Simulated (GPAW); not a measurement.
# Cl (Cmce) in GPAW: notebook

One crystal, Cl, is run at these levels: LDA, PBEsol; tasks: dielectric tensor, band structure.

All numbers are computed with GPAW 26.7.0; they aren't measurements. Logs are shortened: lines on timing, memory, paths and dates and some standing lists are left out, and cuts for length are marked. The log counts tension as positive stress, the text compression.

## 1. Starting point

It takes space group Cmce (No. 64, orthorhombic). The conventional cell has a = 6.332 Å, b = 4.530 Å, c = 8.264 Å, α = 90.00°, β = 90.00°, γ = 90.00°. Cl (site symmetry m) has 1 Cl at 2.03 Å as nearest neighbours.

## 2. Dielectric tensor, LDA

The input, run.py:

```python
import numpy as np
from ase.dft.bandgap import bandgap
from ase.io import read, write
from gpaw import GPAW, PW
from gpaw.response.df import DielectricFunction

atoms = read('POSCAR')

calc = GPAW(mode=PW(400),
            xc='LDA',
            kpts={'size': (6, 6, 3), 'gamma': True},
            occupations={'name': 'fermi-dirac', 'width': 0.001},
            nbands=26,
            convergence={'density': 1e-06},
            maxiter=150,
            txt='gpaw.txt')
atoms.calc = calc
energy = atoms.get_potential_energy()
calc.write('gs.gpw')
write('result.traj', atoms)
print(f'Energy: {energy:.6f} eV')
print('Fermi level:', round(calc.get_fermi_level(), 4), 'eV')
print(f'Gap: {bandgap(calc)[0]:.4f} eV, direct: {bandgap(calc, direct=True)[0]:.4f} eV')

for size in [(9, 9, 4)]:
    name = 'x'.join(str(n) for n in size)
    dense = calc.fixed_density(kpts={'size': size, 'gamma': True},
                               nbands=60, convergence={'bands': 54, 'eigenstates': 1e-7},
                               update_fermi_level=True, txt=f'dense-{name}.txt')
    dense.write(f'{name}.gpw', mode='all')
    df = DielectricFunction(f'{name}.gpw', frequencies=np.array([0.0]), hilbert=False, eta=0.001,
                            ecut=80, nbands=54, intraband=False, txt=f'df-{name}.txt')
    for xc in ['RPA']:
        for direction in ['x', 'y', 'z', [0, 1, 1], [1, 0, 1], [1, 1, 0]]:
            e0, e = df.get_macroscopic_dielectric_constant(xc=xc, direction=direction)
            print(f'{name} {xc} {direction}: {e0:.4f} without, {e:.4f} with local fields')
```

The input, POSCAR:

```
Cl
1.0
    3.1658284216     -2.2649010965      0.0000000000
    3.1658284216      2.2649010965      0.0000000000
    0.0000000000      0.0000000000      8.2643724455
Cl
4
Direct
    0.3700000000      0.6300000000      0.4000000000
    0.1300000000      0.8700000000      0.9000000000
    0.6300000000      0.3700000000      0.6000000000
    0.8700000000      0.1300000000      0.1000000000
```

Potentials or basis: the program's PAW data sets (release 1.2.1) made for this functional, pw.

Started as:

```bash
> OMP_NUM_THREADS=1 python run.py
```

gpaw.txt:

```text
__  _  _
 | _ |_)|_||  |
 |__||  | ||/\| - 26.7.0

Input parameters:
  mode=PW(ecut=400.0),
  convergence={'density': 1e-06},
  kpts=MonkhorstPack(size=(6, 6, 3), gamma=True),
  maxiter=150,
  nbands=26,
  occupations=Occupations(name='fermi-dirac', width=0.001),
  xc=XC(name='LDA')

Diagonalizing LCAO Hamiltonian
Converting LCAO to pw mode

          Cl

        Cl

         Cl

       Cl

Atoms  # Å, Bohr magnetons
|   | symbol |        x |         y |        z |    initial magnetic moments |
|---|--------|----------|-----------|----------|-----------------------------|
| 0 |     Cl | 3.165828 |  0.588874 | 3.305749 | ( 0.0000,  0.0000,  0.0000) |
| 1 |     Cl | 3.165828 |  1.676027 | 7.437935 | ( 0.0000,  0.0000,  0.0000) |
| 2 |     Cl | 3.165828 | -0.588874 | 4.958623 | ( 0.0000,  0.0000,  0.0000) |
| 3 |     Cl | 3.165828 | -1.676027 | 0.826437 | ( 0.0000,  0.0000,  0.0000) |

Unit cell  # Å
| periodic |        x |         y |        z |  lengths |    angles |
|----------|----------|-----------|----------|----------|-----------|
|      yes | 3.165828 | -2.264901 | 0.000000 | 3.892589 | 90.000000 |
|      yes | 3.165828 |  2.264901 | 0.000000 | 3.892589 | 90.000000 |
|      yes | 0.000000 |  0.000000 | 8.264372 | 8.264372 | 71.161476 |

Number of symmetries: 4
Symmetry operations  # r_c * U_cc + t_c -> r_c
|   | kind |            matrix            |
|---|------|------------------------------|
| 0 |  E   |  1, 0, 0,  0, 1, 0,  0, 0, 1 |
| 1 |  C2  |  0, 1, 0,  1, 0, 0,  0, 0,-1 |
| 2 |  σ   |  0,-1, 0, -1, 0, 0,  0, 0, 1 |
| 3 |  i   | -1, 0, 0,  0,-1, 0,  0, 0,-1 |

BZ-sampling:
  Number of BZ points: 108
  Number of IBZ points: 34

  Monkhorst-Pack size: [6, 6, 3]
  Monkhorst-Pack shift: [0.08333333333333333, 0.08333333333333333, 0.0]

K-points  # in reciprocal-cell coordinates
|     |                                coordinates |     weight |
|-----|--------------------------------------------|------------|
|   0 | (  0.00000000,   0.00000000,   0.00000000) | 0.00925926 |
|   1 | (  0.00000000,   0.00000000,   0.33333333) | 0.01851852 |
|   2 | (  0.16666667,  -0.16666667,  -0.33333333) | 0.01851852 |
|   3 | (  0.16666667,  -0.16666667,   0.00000000) | 0.01851852 |
|   4 | (  0.16666667,  -0.16666667,   0.33333333) | 0.01851852 |
|   5 | (  0.16666667,   0.00000000,  -0.33333333) | 0.03703704 |
|   6 | (  0.16666667,   0.00000000,   0.00000000) | 0.03703704 |
|   7 | (  0.16666667,   0.00000000,   0.33333333) | 0.03703704 |
|   8 | (  0.16666667,   0.16666667,   0.00000000) | 0.01851852 |
|   9 | (  0.16666667,   0.16666667,   0.33333333) | 0.03703704 |
| ... |                                            |            |
|  33 | (  0.50000000,   0.50000000,   0.33333333) | 0.01851852 |

Plane wave coefficients: 2177
Cutoff: 400.0 eV

Spin-components: 1 (collinear spins)
Bands:           26
Projectors:      20
Spin-degeneracy: 2
Datatype:        complex128

Parallelization:
  kpt:    1
  domain: 1
  band:   1

Density:
  Valence electrons: 28.0
  Components: 1
  Grid points: [18 18 40]
  Charge: 0.0  # |e|

Potential:
  Grid points: [18 18 40]

species:
  Cl:
    name:    Chlorine
    Z:       17.0
    valence: 7
    core:    10
    charge:  0.0  # [|e|]
    compensation charges:
      type: gauss
      rc: 0.25  # [Å]
      lmax: 2
    cutoffs:
      filter: 1.40  # [Å]
      core: 1.49  # [Å]
    projectors
    | kind |    occ | energy [eV] | rcut [Å] |
    |------|--------|-------------|----------|
    |   3s |  2.000 |     -20.688 |    0.794 |
    |   3p |  5.000 |      -8.701 |    0.794 |
    |    s |        |       6.523 |    0.794 |
    |    p |        |      18.511 |    0.794 |
    |    d |        |       0.000 |    0.794 |

    Using partial waves for Cl as LCAO basis

Reference energy: -50076.518533  # eV

eigensolver:
  PPCG
  Converge bands: occupied
  niter=2

density mixing:
  MSR1-Mixer
  Pratt-step length: 0.05
  Maximum mixing coefficient: 0.75
  Old densities: 10
  SVD Regularization: 0.005
  Good broyden scale: 1.0
  Trust region scale: 1.0
  Backstep threshold: 4.0
  History deletion threshold: 6.0
  Fourier metric: weight=20.0, sigma=0.015

occupation numbers:
  Fermi-Dirac:
    width: 0.0010  # eV

poisson solver:
  ecut: 3200.0  # eV

xc functional:
  name: None

convergence criteria:
- Maximum integral of absolute [dens]ity change: 1e-06 electrons / valence electron
- Maximum [total energy] change in last 3 cyles: 0.0005 eV / valence electron
- Maximum integral of absolute [eigenst]ate change: 4e-08 eV^2 / valence electron
maximum number of iterations: 150

SCF iterations
|iter     | |      energy | eigst |  dens |
|---------|-|-------------|-------|-------|
|iter:   1| |   -9.105504 | -0.07 |       |
|iter:   2| |   -9.064811 | -1.78 | -1.07 |
|iter:   3| |   -8.562858 | -1.82 | -1.10 |
|iter:   4| |   -8.532618 | -2.49 | -1.68 |
|iter:   5| |   -8.532048 | -4.22 | -2.37 |
|iter:   6| |   -8.532012c| -5.45 | -2.66 |
|iter:   7| |   -8.532013c| -6.52 | -3.38 |
|iter:   8| |   -8.532013c| -7.80c| -4.27 |
|iter:   9| |   -8.532013c| -7.98c| -4.71 |
|iter:  10| |   -8.532013c| -8.54c| -5.22 |
|iter:  11| |   -8.532013c| -9.10c| -5.98 |
|iter:  12| |   -8.532013c| -9.50c| -6.50c|

Converged in 12 steps
Energy contributions relative to reference atoms: (reference = -50076.518533)

Energy contributions:
  Kinetic:           0.985022
  Coulomb:          -0.746309
  Zero:             -0.005786
  External:          0.000000
  Xc:               -8.764940
  Entropy:          -0.000000
  Spinorbit:         0.000000
  ----------------------------
  Free energy:      -8.532013
  Extrapolated:     -8.532013

dipole moment: (0.000015, 0.000000, 0.000020)  # |e|*Ang

Fermi level: 0.945
Eigenvalues  # (at kpt = [0.000, 0.000, 0.000])
| band index |      eig [eV] | occ [0-2] |
|------------|---------------|-----------|
|          0 |       -17.021 |     2.000 |
|        ... |               |           |
|          6 |        -3.174 |     2.000 |
|          7 |        -3.033 |     2.000 |
|          8 |        -2.684 |     2.000 |
|          9 |        -2.675 |     2.000 |
|         10 |        -1.292 |     2.000 |
|         11 |        -0.986 |     2.000 |
[... 8 lines left out ...]
|         20 |         9.202 |     0.000 |
|         21 |         9.541 |     0.000 |
|        ... |               |           |
|         25 |        11.533 |     0.000 |

Gap: 2.261 eV
Transition (v -> c):
  (s=0, k=32, n=13, [0.50, 0.50, 0.00]) -> (s=0, k=0, n=14, [0.00, 0.00, 0.00])
Direct/indirect transitions are different
Direct gap: 2.315 eV
Transition at: (s=0, k=0, n=13, [0.00, 0.00, 0.00])
# Writing to gs.gpw (mode='')
```

df-9x9x4.txt:

```text
FrequencyGridDescriptor(from 0.000 to 0.000 eV, 1 points)
FrequencyGridDescriptor(from 0.000 to 0.000 eV, 1 points)

Calculating chi0 body with:
    Ground state adapter containing:
    Number of spins: 1
    Number of kpoints: 324
    Number of irreducible kpoints: 95
    Number of completely occupied states: 14
    Number of partially occupied states: 14

    Linear response parametrization:
    q_c: [0.0, 0.0, 0.0]
    Number of frequency points: 1
    Planewave cutoff: 80.0
    Number of bands: 54
    Number of planewaves: 203
    Broadening (eta): 0.001

Integrating chi0 body.

Symmetries of q_c:
    Direct symmetries (Uq -> q): 4
    Indirect symmetries (TUq -> q): 0
In total 4 allowed symmetries.

Integral kind: response function

Calculating chi0 optical extensions with:
    Ground state adapter containing:
    Number of spins: 1
    Number of kpoints: 324
    Number of irreducible kpoints: 95
    Number of completely occupied states: 14
    Number of partially occupied states: 14

    Linear response parametrization:
    Number of frequency points: 1
    Planewave cutoff: 80.0
    Number of bands: 54
    Number of planewaves: 203
    Broadening (eta): 0.001
Integrating chi0 head and wings.

Symmetries of q_c:
    Direct symmetries (Uq -> q): 4
    Indirect symmetries (TUq -> q): 0
In total 4 allowed symmetries.

Integral kind: response function wings

Finished calculating chi0
```

Wall time 3.4 min (1 thread of AMD EPYC 7R43 (Zen 3), shared host); peak memory 0.52 GiB.

What came out:

- Free energy: -8.5320 eV
- Band gap on the k mesh: 2.26 eV, indirect (least direct gap 2.31 eV)
- Electronic dielectric tensor (diagonal): 2.21, 3.03, 4.28

Electronic dielectric tensor:
```
2.21 0.00 0.00
0.00 3.03 0.00
0.00 0.00 4.28
```

Caveat: the long-wavelength limit can be off by a per cent or two; an odd mesh through Γ misses points on the zone boundary, where band edges often lie.

## 3. Dielectric tensor, LDA

This run uses another cell than the first one, of 30.21 Å³/atom, 1.020 times its volume.

run.py is that of step 2.

The input, POSCAR:

```
Cl
1.0
    3.1863863250     -2.2796086586      0.0000000000
    3.1863863250      2.2796086586      0.0000000000
    0.0000000000      0.0000000000      8.3180387054
Cl
4
Direct
    0.3700000000      0.6300000000      0.4000000000
    0.1300000000      0.8700000000      0.9000000000
    0.6300000000      0.3700000000      0.6000000000
    0.8700000000      0.1300000000      0.1000000000
```

Potentials or basis: the program's PAW data sets (release 1.2.1) made for this functional, pw.

Started as:

```bash
> OMP_NUM_THREADS=1 python run.py
```

gpaw.txt:

```text
__  _  _
 | _ |_)|_||  |
 |__||  | ||/\| - 26.7.0

Input parameters:
  mode=PW(ecut=400.0),
  convergence={'density': 1e-06},
  kpts=MonkhorstPack(size=(6, 6, 3), gamma=True),
  maxiter=150,
  nbands=26,
  occupations=Occupations(name='fermi-dirac', width=0.001),
  xc=XC(name='LDA')

Diagonalizing LCAO Hamiltonian
Converting LCAO to pw mode

          Cl

        Cl

         Cl

       Cl

Atoms  # Å, Bohr magnetons
|   | symbol |        x |         y |        z |    initial magnetic moments |
|---|--------|----------|-----------|----------|-----------------------------|
| 0 |     Cl | 3.186386 |  0.592698 | 3.327215 | ( 0.0000,  0.0000,  0.0000) |
| 1 |     Cl | 3.186386 |  1.686910 | 7.486235 | ( 0.0000,  0.0000,  0.0000) |
| 2 |     Cl | 3.186386 | -0.592698 | 4.990823 | ( 0.0000,  0.0000,  0.0000) |
| 3 |     Cl | 3.186386 | -1.686910 | 0.831804 | ( 0.0000,  0.0000,  0.0000) |

Unit cell  # Å
| periodic |        x |         y |        z |  lengths |    angles |
|----------|----------|-----------|----------|----------|-----------|
|      yes | 3.186386 | -2.279609 | 0.000000 | 3.917866 | 90.000000 |
|      yes | 3.186386 |  2.279609 | 0.000000 | 3.917866 | 90.000000 |
|      yes | 0.000000 |  0.000000 | 8.318039 | 8.318039 | 71.161476 |

Number of symmetries: 4
Symmetry operations  # r_c * U_cc + t_c -> r_c
|   | kind |            matrix            |
|---|------|------------------------------|
| 0 |  E   |  1, 0, 0,  0, 1, 0,  0, 0, 1 |
| 1 |  C2  |  0, 1, 0,  1, 0, 0,  0, 0,-1 |
| 2 |  σ   |  0,-1, 0, -1, 0, 0,  0, 0, 1 |
| 3 |  i   | -1, 0, 0,  0,-1, 0,  0, 0,-1 |

BZ-sampling:
  Number of BZ points: 108
  Number of IBZ points: 34

  Monkhorst-Pack size: [6, 6, 3]
  Monkhorst-Pack shift: [0.08333333333333333, 0.08333333333333333, 0.0]

K-points  # in reciprocal-cell coordinates
|     |                                coordinates |     weight |
|-----|--------------------------------------------|------------|
|   0 | (  0.00000000,   0.00000000,   0.00000000) | 0.00925926 |
|   1 | (  0.00000000,   0.00000000,   0.33333333) | 0.01851852 |
|   2 | (  0.16666667,  -0.16666667,  -0.33333333) | 0.01851852 |
|   3 | (  0.16666667,  -0.16666667,   0.00000000) | 0.01851852 |
|   4 | (  0.16666667,  -0.16666667,   0.33333333) | 0.01851852 |
|   5 | (  0.16666667,   0.00000000,  -0.33333333) | 0.03703704 |
|   6 | (  0.16666667,   0.00000000,   0.00000000) | 0.03703704 |
|   7 | (  0.16666667,   0.00000000,   0.33333333) | 0.03703704 |
|   8 | (  0.16666667,   0.16666667,   0.00000000) | 0.01851852 |
|   9 | (  0.16666667,   0.16666667,   0.33333333) | 0.03703704 |
| ... |                                            |            |
|  33 | (  0.50000000,   0.50000000,   0.33333333) | 0.01851852 |

Plane wave coefficients: 2217
Cutoff: 400.0 eV

Spin-components: 1 (collinear spins)
Bands:           26
Projectors:      20
Spin-degeneracy: 2
Datatype:        complex128

Parallelization:
  kpt:    1
  domain: 1
  band:   1

Density:
  Valence electrons: 28.0
  Components: 1
  Grid points: [20 20 40]
  Charge: 0.0  # |e|

Potential:
  Grid points: [20 20 40]

species:
  Cl:
    name:    Chlorine
    Z:       17.0
    valence: 7
    core:    10
    charge:  0.0  # [|e|]
    compensation charges:
      type: gauss
      rc: 0.25  # [Å]
      lmax: 2
    cutoffs:
      filter: 1.40  # [Å]
      core: 1.49  # [Å]
    projectors
    | kind |    occ | energy [eV] | rcut [Å] |
    |------|--------|-------------|----------|
    |   3s |  2.000 |     -20.688 |    0.794 |
    |   3p |  5.000 |      -8.701 |    0.794 |
    |    s |        |       6.523 |    0.794 |
    |    p |        |      18.511 |    0.794 |
    |    d |        |       0.000 |    0.794 |

    Using partial waves for Cl as LCAO basis

Reference energy: -50076.518533  # eV

eigensolver:
  PPCG
  Converge bands: occupied
  niter=2

density mixing:
  MSR1-Mixer
  Pratt-step length: 0.05
  Maximum mixing coefficient: 0.75
  Old densities: 10
  SVD Regularization: 0.005
  Good broyden scale: 1.0
  Trust region scale: 1.0
  Backstep threshold: 4.0
  History deletion threshold: 6.0
  Fourier metric: weight=20.0, sigma=0.015

occupation numbers:
  Fermi-Dirac:
    width: 0.0010  # eV

poisson solver:
  ecut: 3200.0  # eV

xc functional:
  name: None

convergence criteria:
- Maximum integral of absolute [dens]ity change: 1e-06 electrons / valence electron
- Maximum [total energy] change in last 3 cyles: 0.0005 eV / valence electron
- Maximum integral of absolute [eigenst]ate change: 4e-08 eV^2 / valence electron
maximum number of iterations: 150

SCF iterations
|iter     | |      energy | eigst |  dens |
|---------|-|-------------|-------|-------|
|iter:   1| |   -9.077348 | -0.10 |       |
|iter:   2| |   -9.033670 | -1.79 | -1.07 |
|iter:   3| |   -8.521312 | -1.80 | -1.10 |
|iter:   4| |   -8.490657 | -2.48 | -1.68 |
|iter:   5| |   -8.490091 | -4.22 | -2.37 |
|iter:   6| |   -8.490054c| -5.45 | -2.66 |
|iter:   7| |   -8.490054c| -6.50 | -3.37 |
|iter:   8| |   -8.490054c| -7.68c| -4.26 |
|iter:   9| |   -8.490054c| -7.80c| -4.63 |
|iter:  10| |   -8.490054c| -8.38c| -5.07 |
|iter:  11| |   -8.490054c| -9.03c| -6.02c|

Converged in 11 steps
Energy contributions relative to reference atoms: (reference = -50076.518533)

Energy contributions:
  Kinetic:          -0.194584
  Coulomb:           0.120535
  Zero:             -0.003650
  External:          0.000000
  Xc:               -8.412356
  Entropy:          -0.000000
  Spinorbit:         0.000000
  ----------------------------
  Free energy:      -8.490054
  Extrapolated:     -8.490054

dipole moment: (0.000015, -0.000000, 0.000020)  # |e|*Ang

Fermi level: 0.744
Eigenvalues  # (at kpt = [0.000, 0.000, 0.000])
| band index |      eig [eV] | occ [0-2] |
|------------|---------------|-----------|
|          0 |       -17.059 |     2.000 |
|        ... |               |           |
|          6 |        -3.275 |     2.000 |
|          7 |        -3.137 |     2.000 |
|          8 |        -2.798 |     2.000 |
|          9 |        -2.790 |     2.000 |
|         10 |        -1.433 |     2.000 |
|         11 |        -1.136 |     2.000 |
[... 8 lines left out ...]
|         20 |         9.065 |     0.000 |
|         21 |         9.404 |     0.000 |
|        ... |               |           |
|         25 |        11.367 |     0.000 |

Gap: 2.193 eV
Transition (v -> c):
  (s=0, k=32, n=13, [0.50, 0.50, 0.00]) -> (s=0, k=0, n=14, [0.00, 0.00, 0.00])
Direct/indirect transitions are different
Direct gap: 2.247 eV
Transition at: (s=0, k=0, n=13, [0.00, 0.00, 0.00])
# Writing to gs.gpw (mode='')
```

Run time: 2.7 min. Hardware: 1 thread of AMD EPYC 7R43 (Zen 3), shared host; peak memory 0.53 GiB.

What came out:

| Quantity | Value |
| --- | --- |
| Free energy | -8.4901 eV |
| Band gap on the k mesh | 2.19 eV, indirect (least direct gap 2.25 eV) |
| Electronic dielectric tensor (diagonal) | 2.19, 3.00, 4.26 |

Electronic dielectric tensor:
```
2.19 0.00 0.00
0.00 3.00 0.00
0.00 0.00 4.26
```

Caveat: the long-wavelength limit can be off by a per cent or two; an odd mesh through Γ misses points on the zone boundary, where band edges often lie.

(Continued in part 2 of 2.)
